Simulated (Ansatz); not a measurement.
Here is an Ansatz 0.2.0 calculation.

input.yaml

```yaml
crystal:
  lattice:
    - [0.0, 2.82891, 2.82891]
    - [2.82891, 0.0, 2.82891]
    - [2.82891, 2.82891, 0.0]
  atoms:
    - { symbol: Ge, position: [0.75, 0.75, 0.75] }
    - { symbol: Ge, position: [0.5, 0.5, 0.5] }
kpoints:
  mp_grid: { grid: [8, 8, 8] }
scf:
  occupations: { method: gaussian, width: 0.028 }
hamiltonian:
  xc: pbe
  pseudopotentials: { kind: all_electron, lapw: { basis_error: 0.001 } }
output:
  forces: true
  stress: true
  eigenvalues: true
```

Potentials or basis: all-electron LAPW, scalar-relativistic.

Run with:

```console
$ ansatz run input.yaml --threads 1 --pin off --max-ram 3072MiB --backend cpu --events-out ev --progress --plain --runs-dir out
```

Estimate the pressure.

3.6 GPa.

Estimate the band gap on the k mesh.

0.04 eV, direct.

**What was measured.**

From “Electronic and optical properties of SixGe1-x-ySny alloys lattice-matched to Ge”, 2021, arxiv:2109.02782, for a bulk crystal of Ge at 300 K: band gap 0.807 eV (direct).

Against the measured gap of Ge, 0.807 eV (direct; 300 K; “Electronic and optical properties of SixGe1-x-ySny alloys lattice-matched to Ge”, 2021, arxiv:2109.02782), the calculated 0.04 eV is off by -0.77 eV. 3 values of this kind are on record (0.666 to 0.807 eV); this one was drawn at random among those near their median. Spin-orbit coupling on Ge is left out. The value is that of PBE on a finite k mesh, which can miss the band edges, without temperature or zero-point motion. Semilocal functionals fall short of measured gaps as a rule.
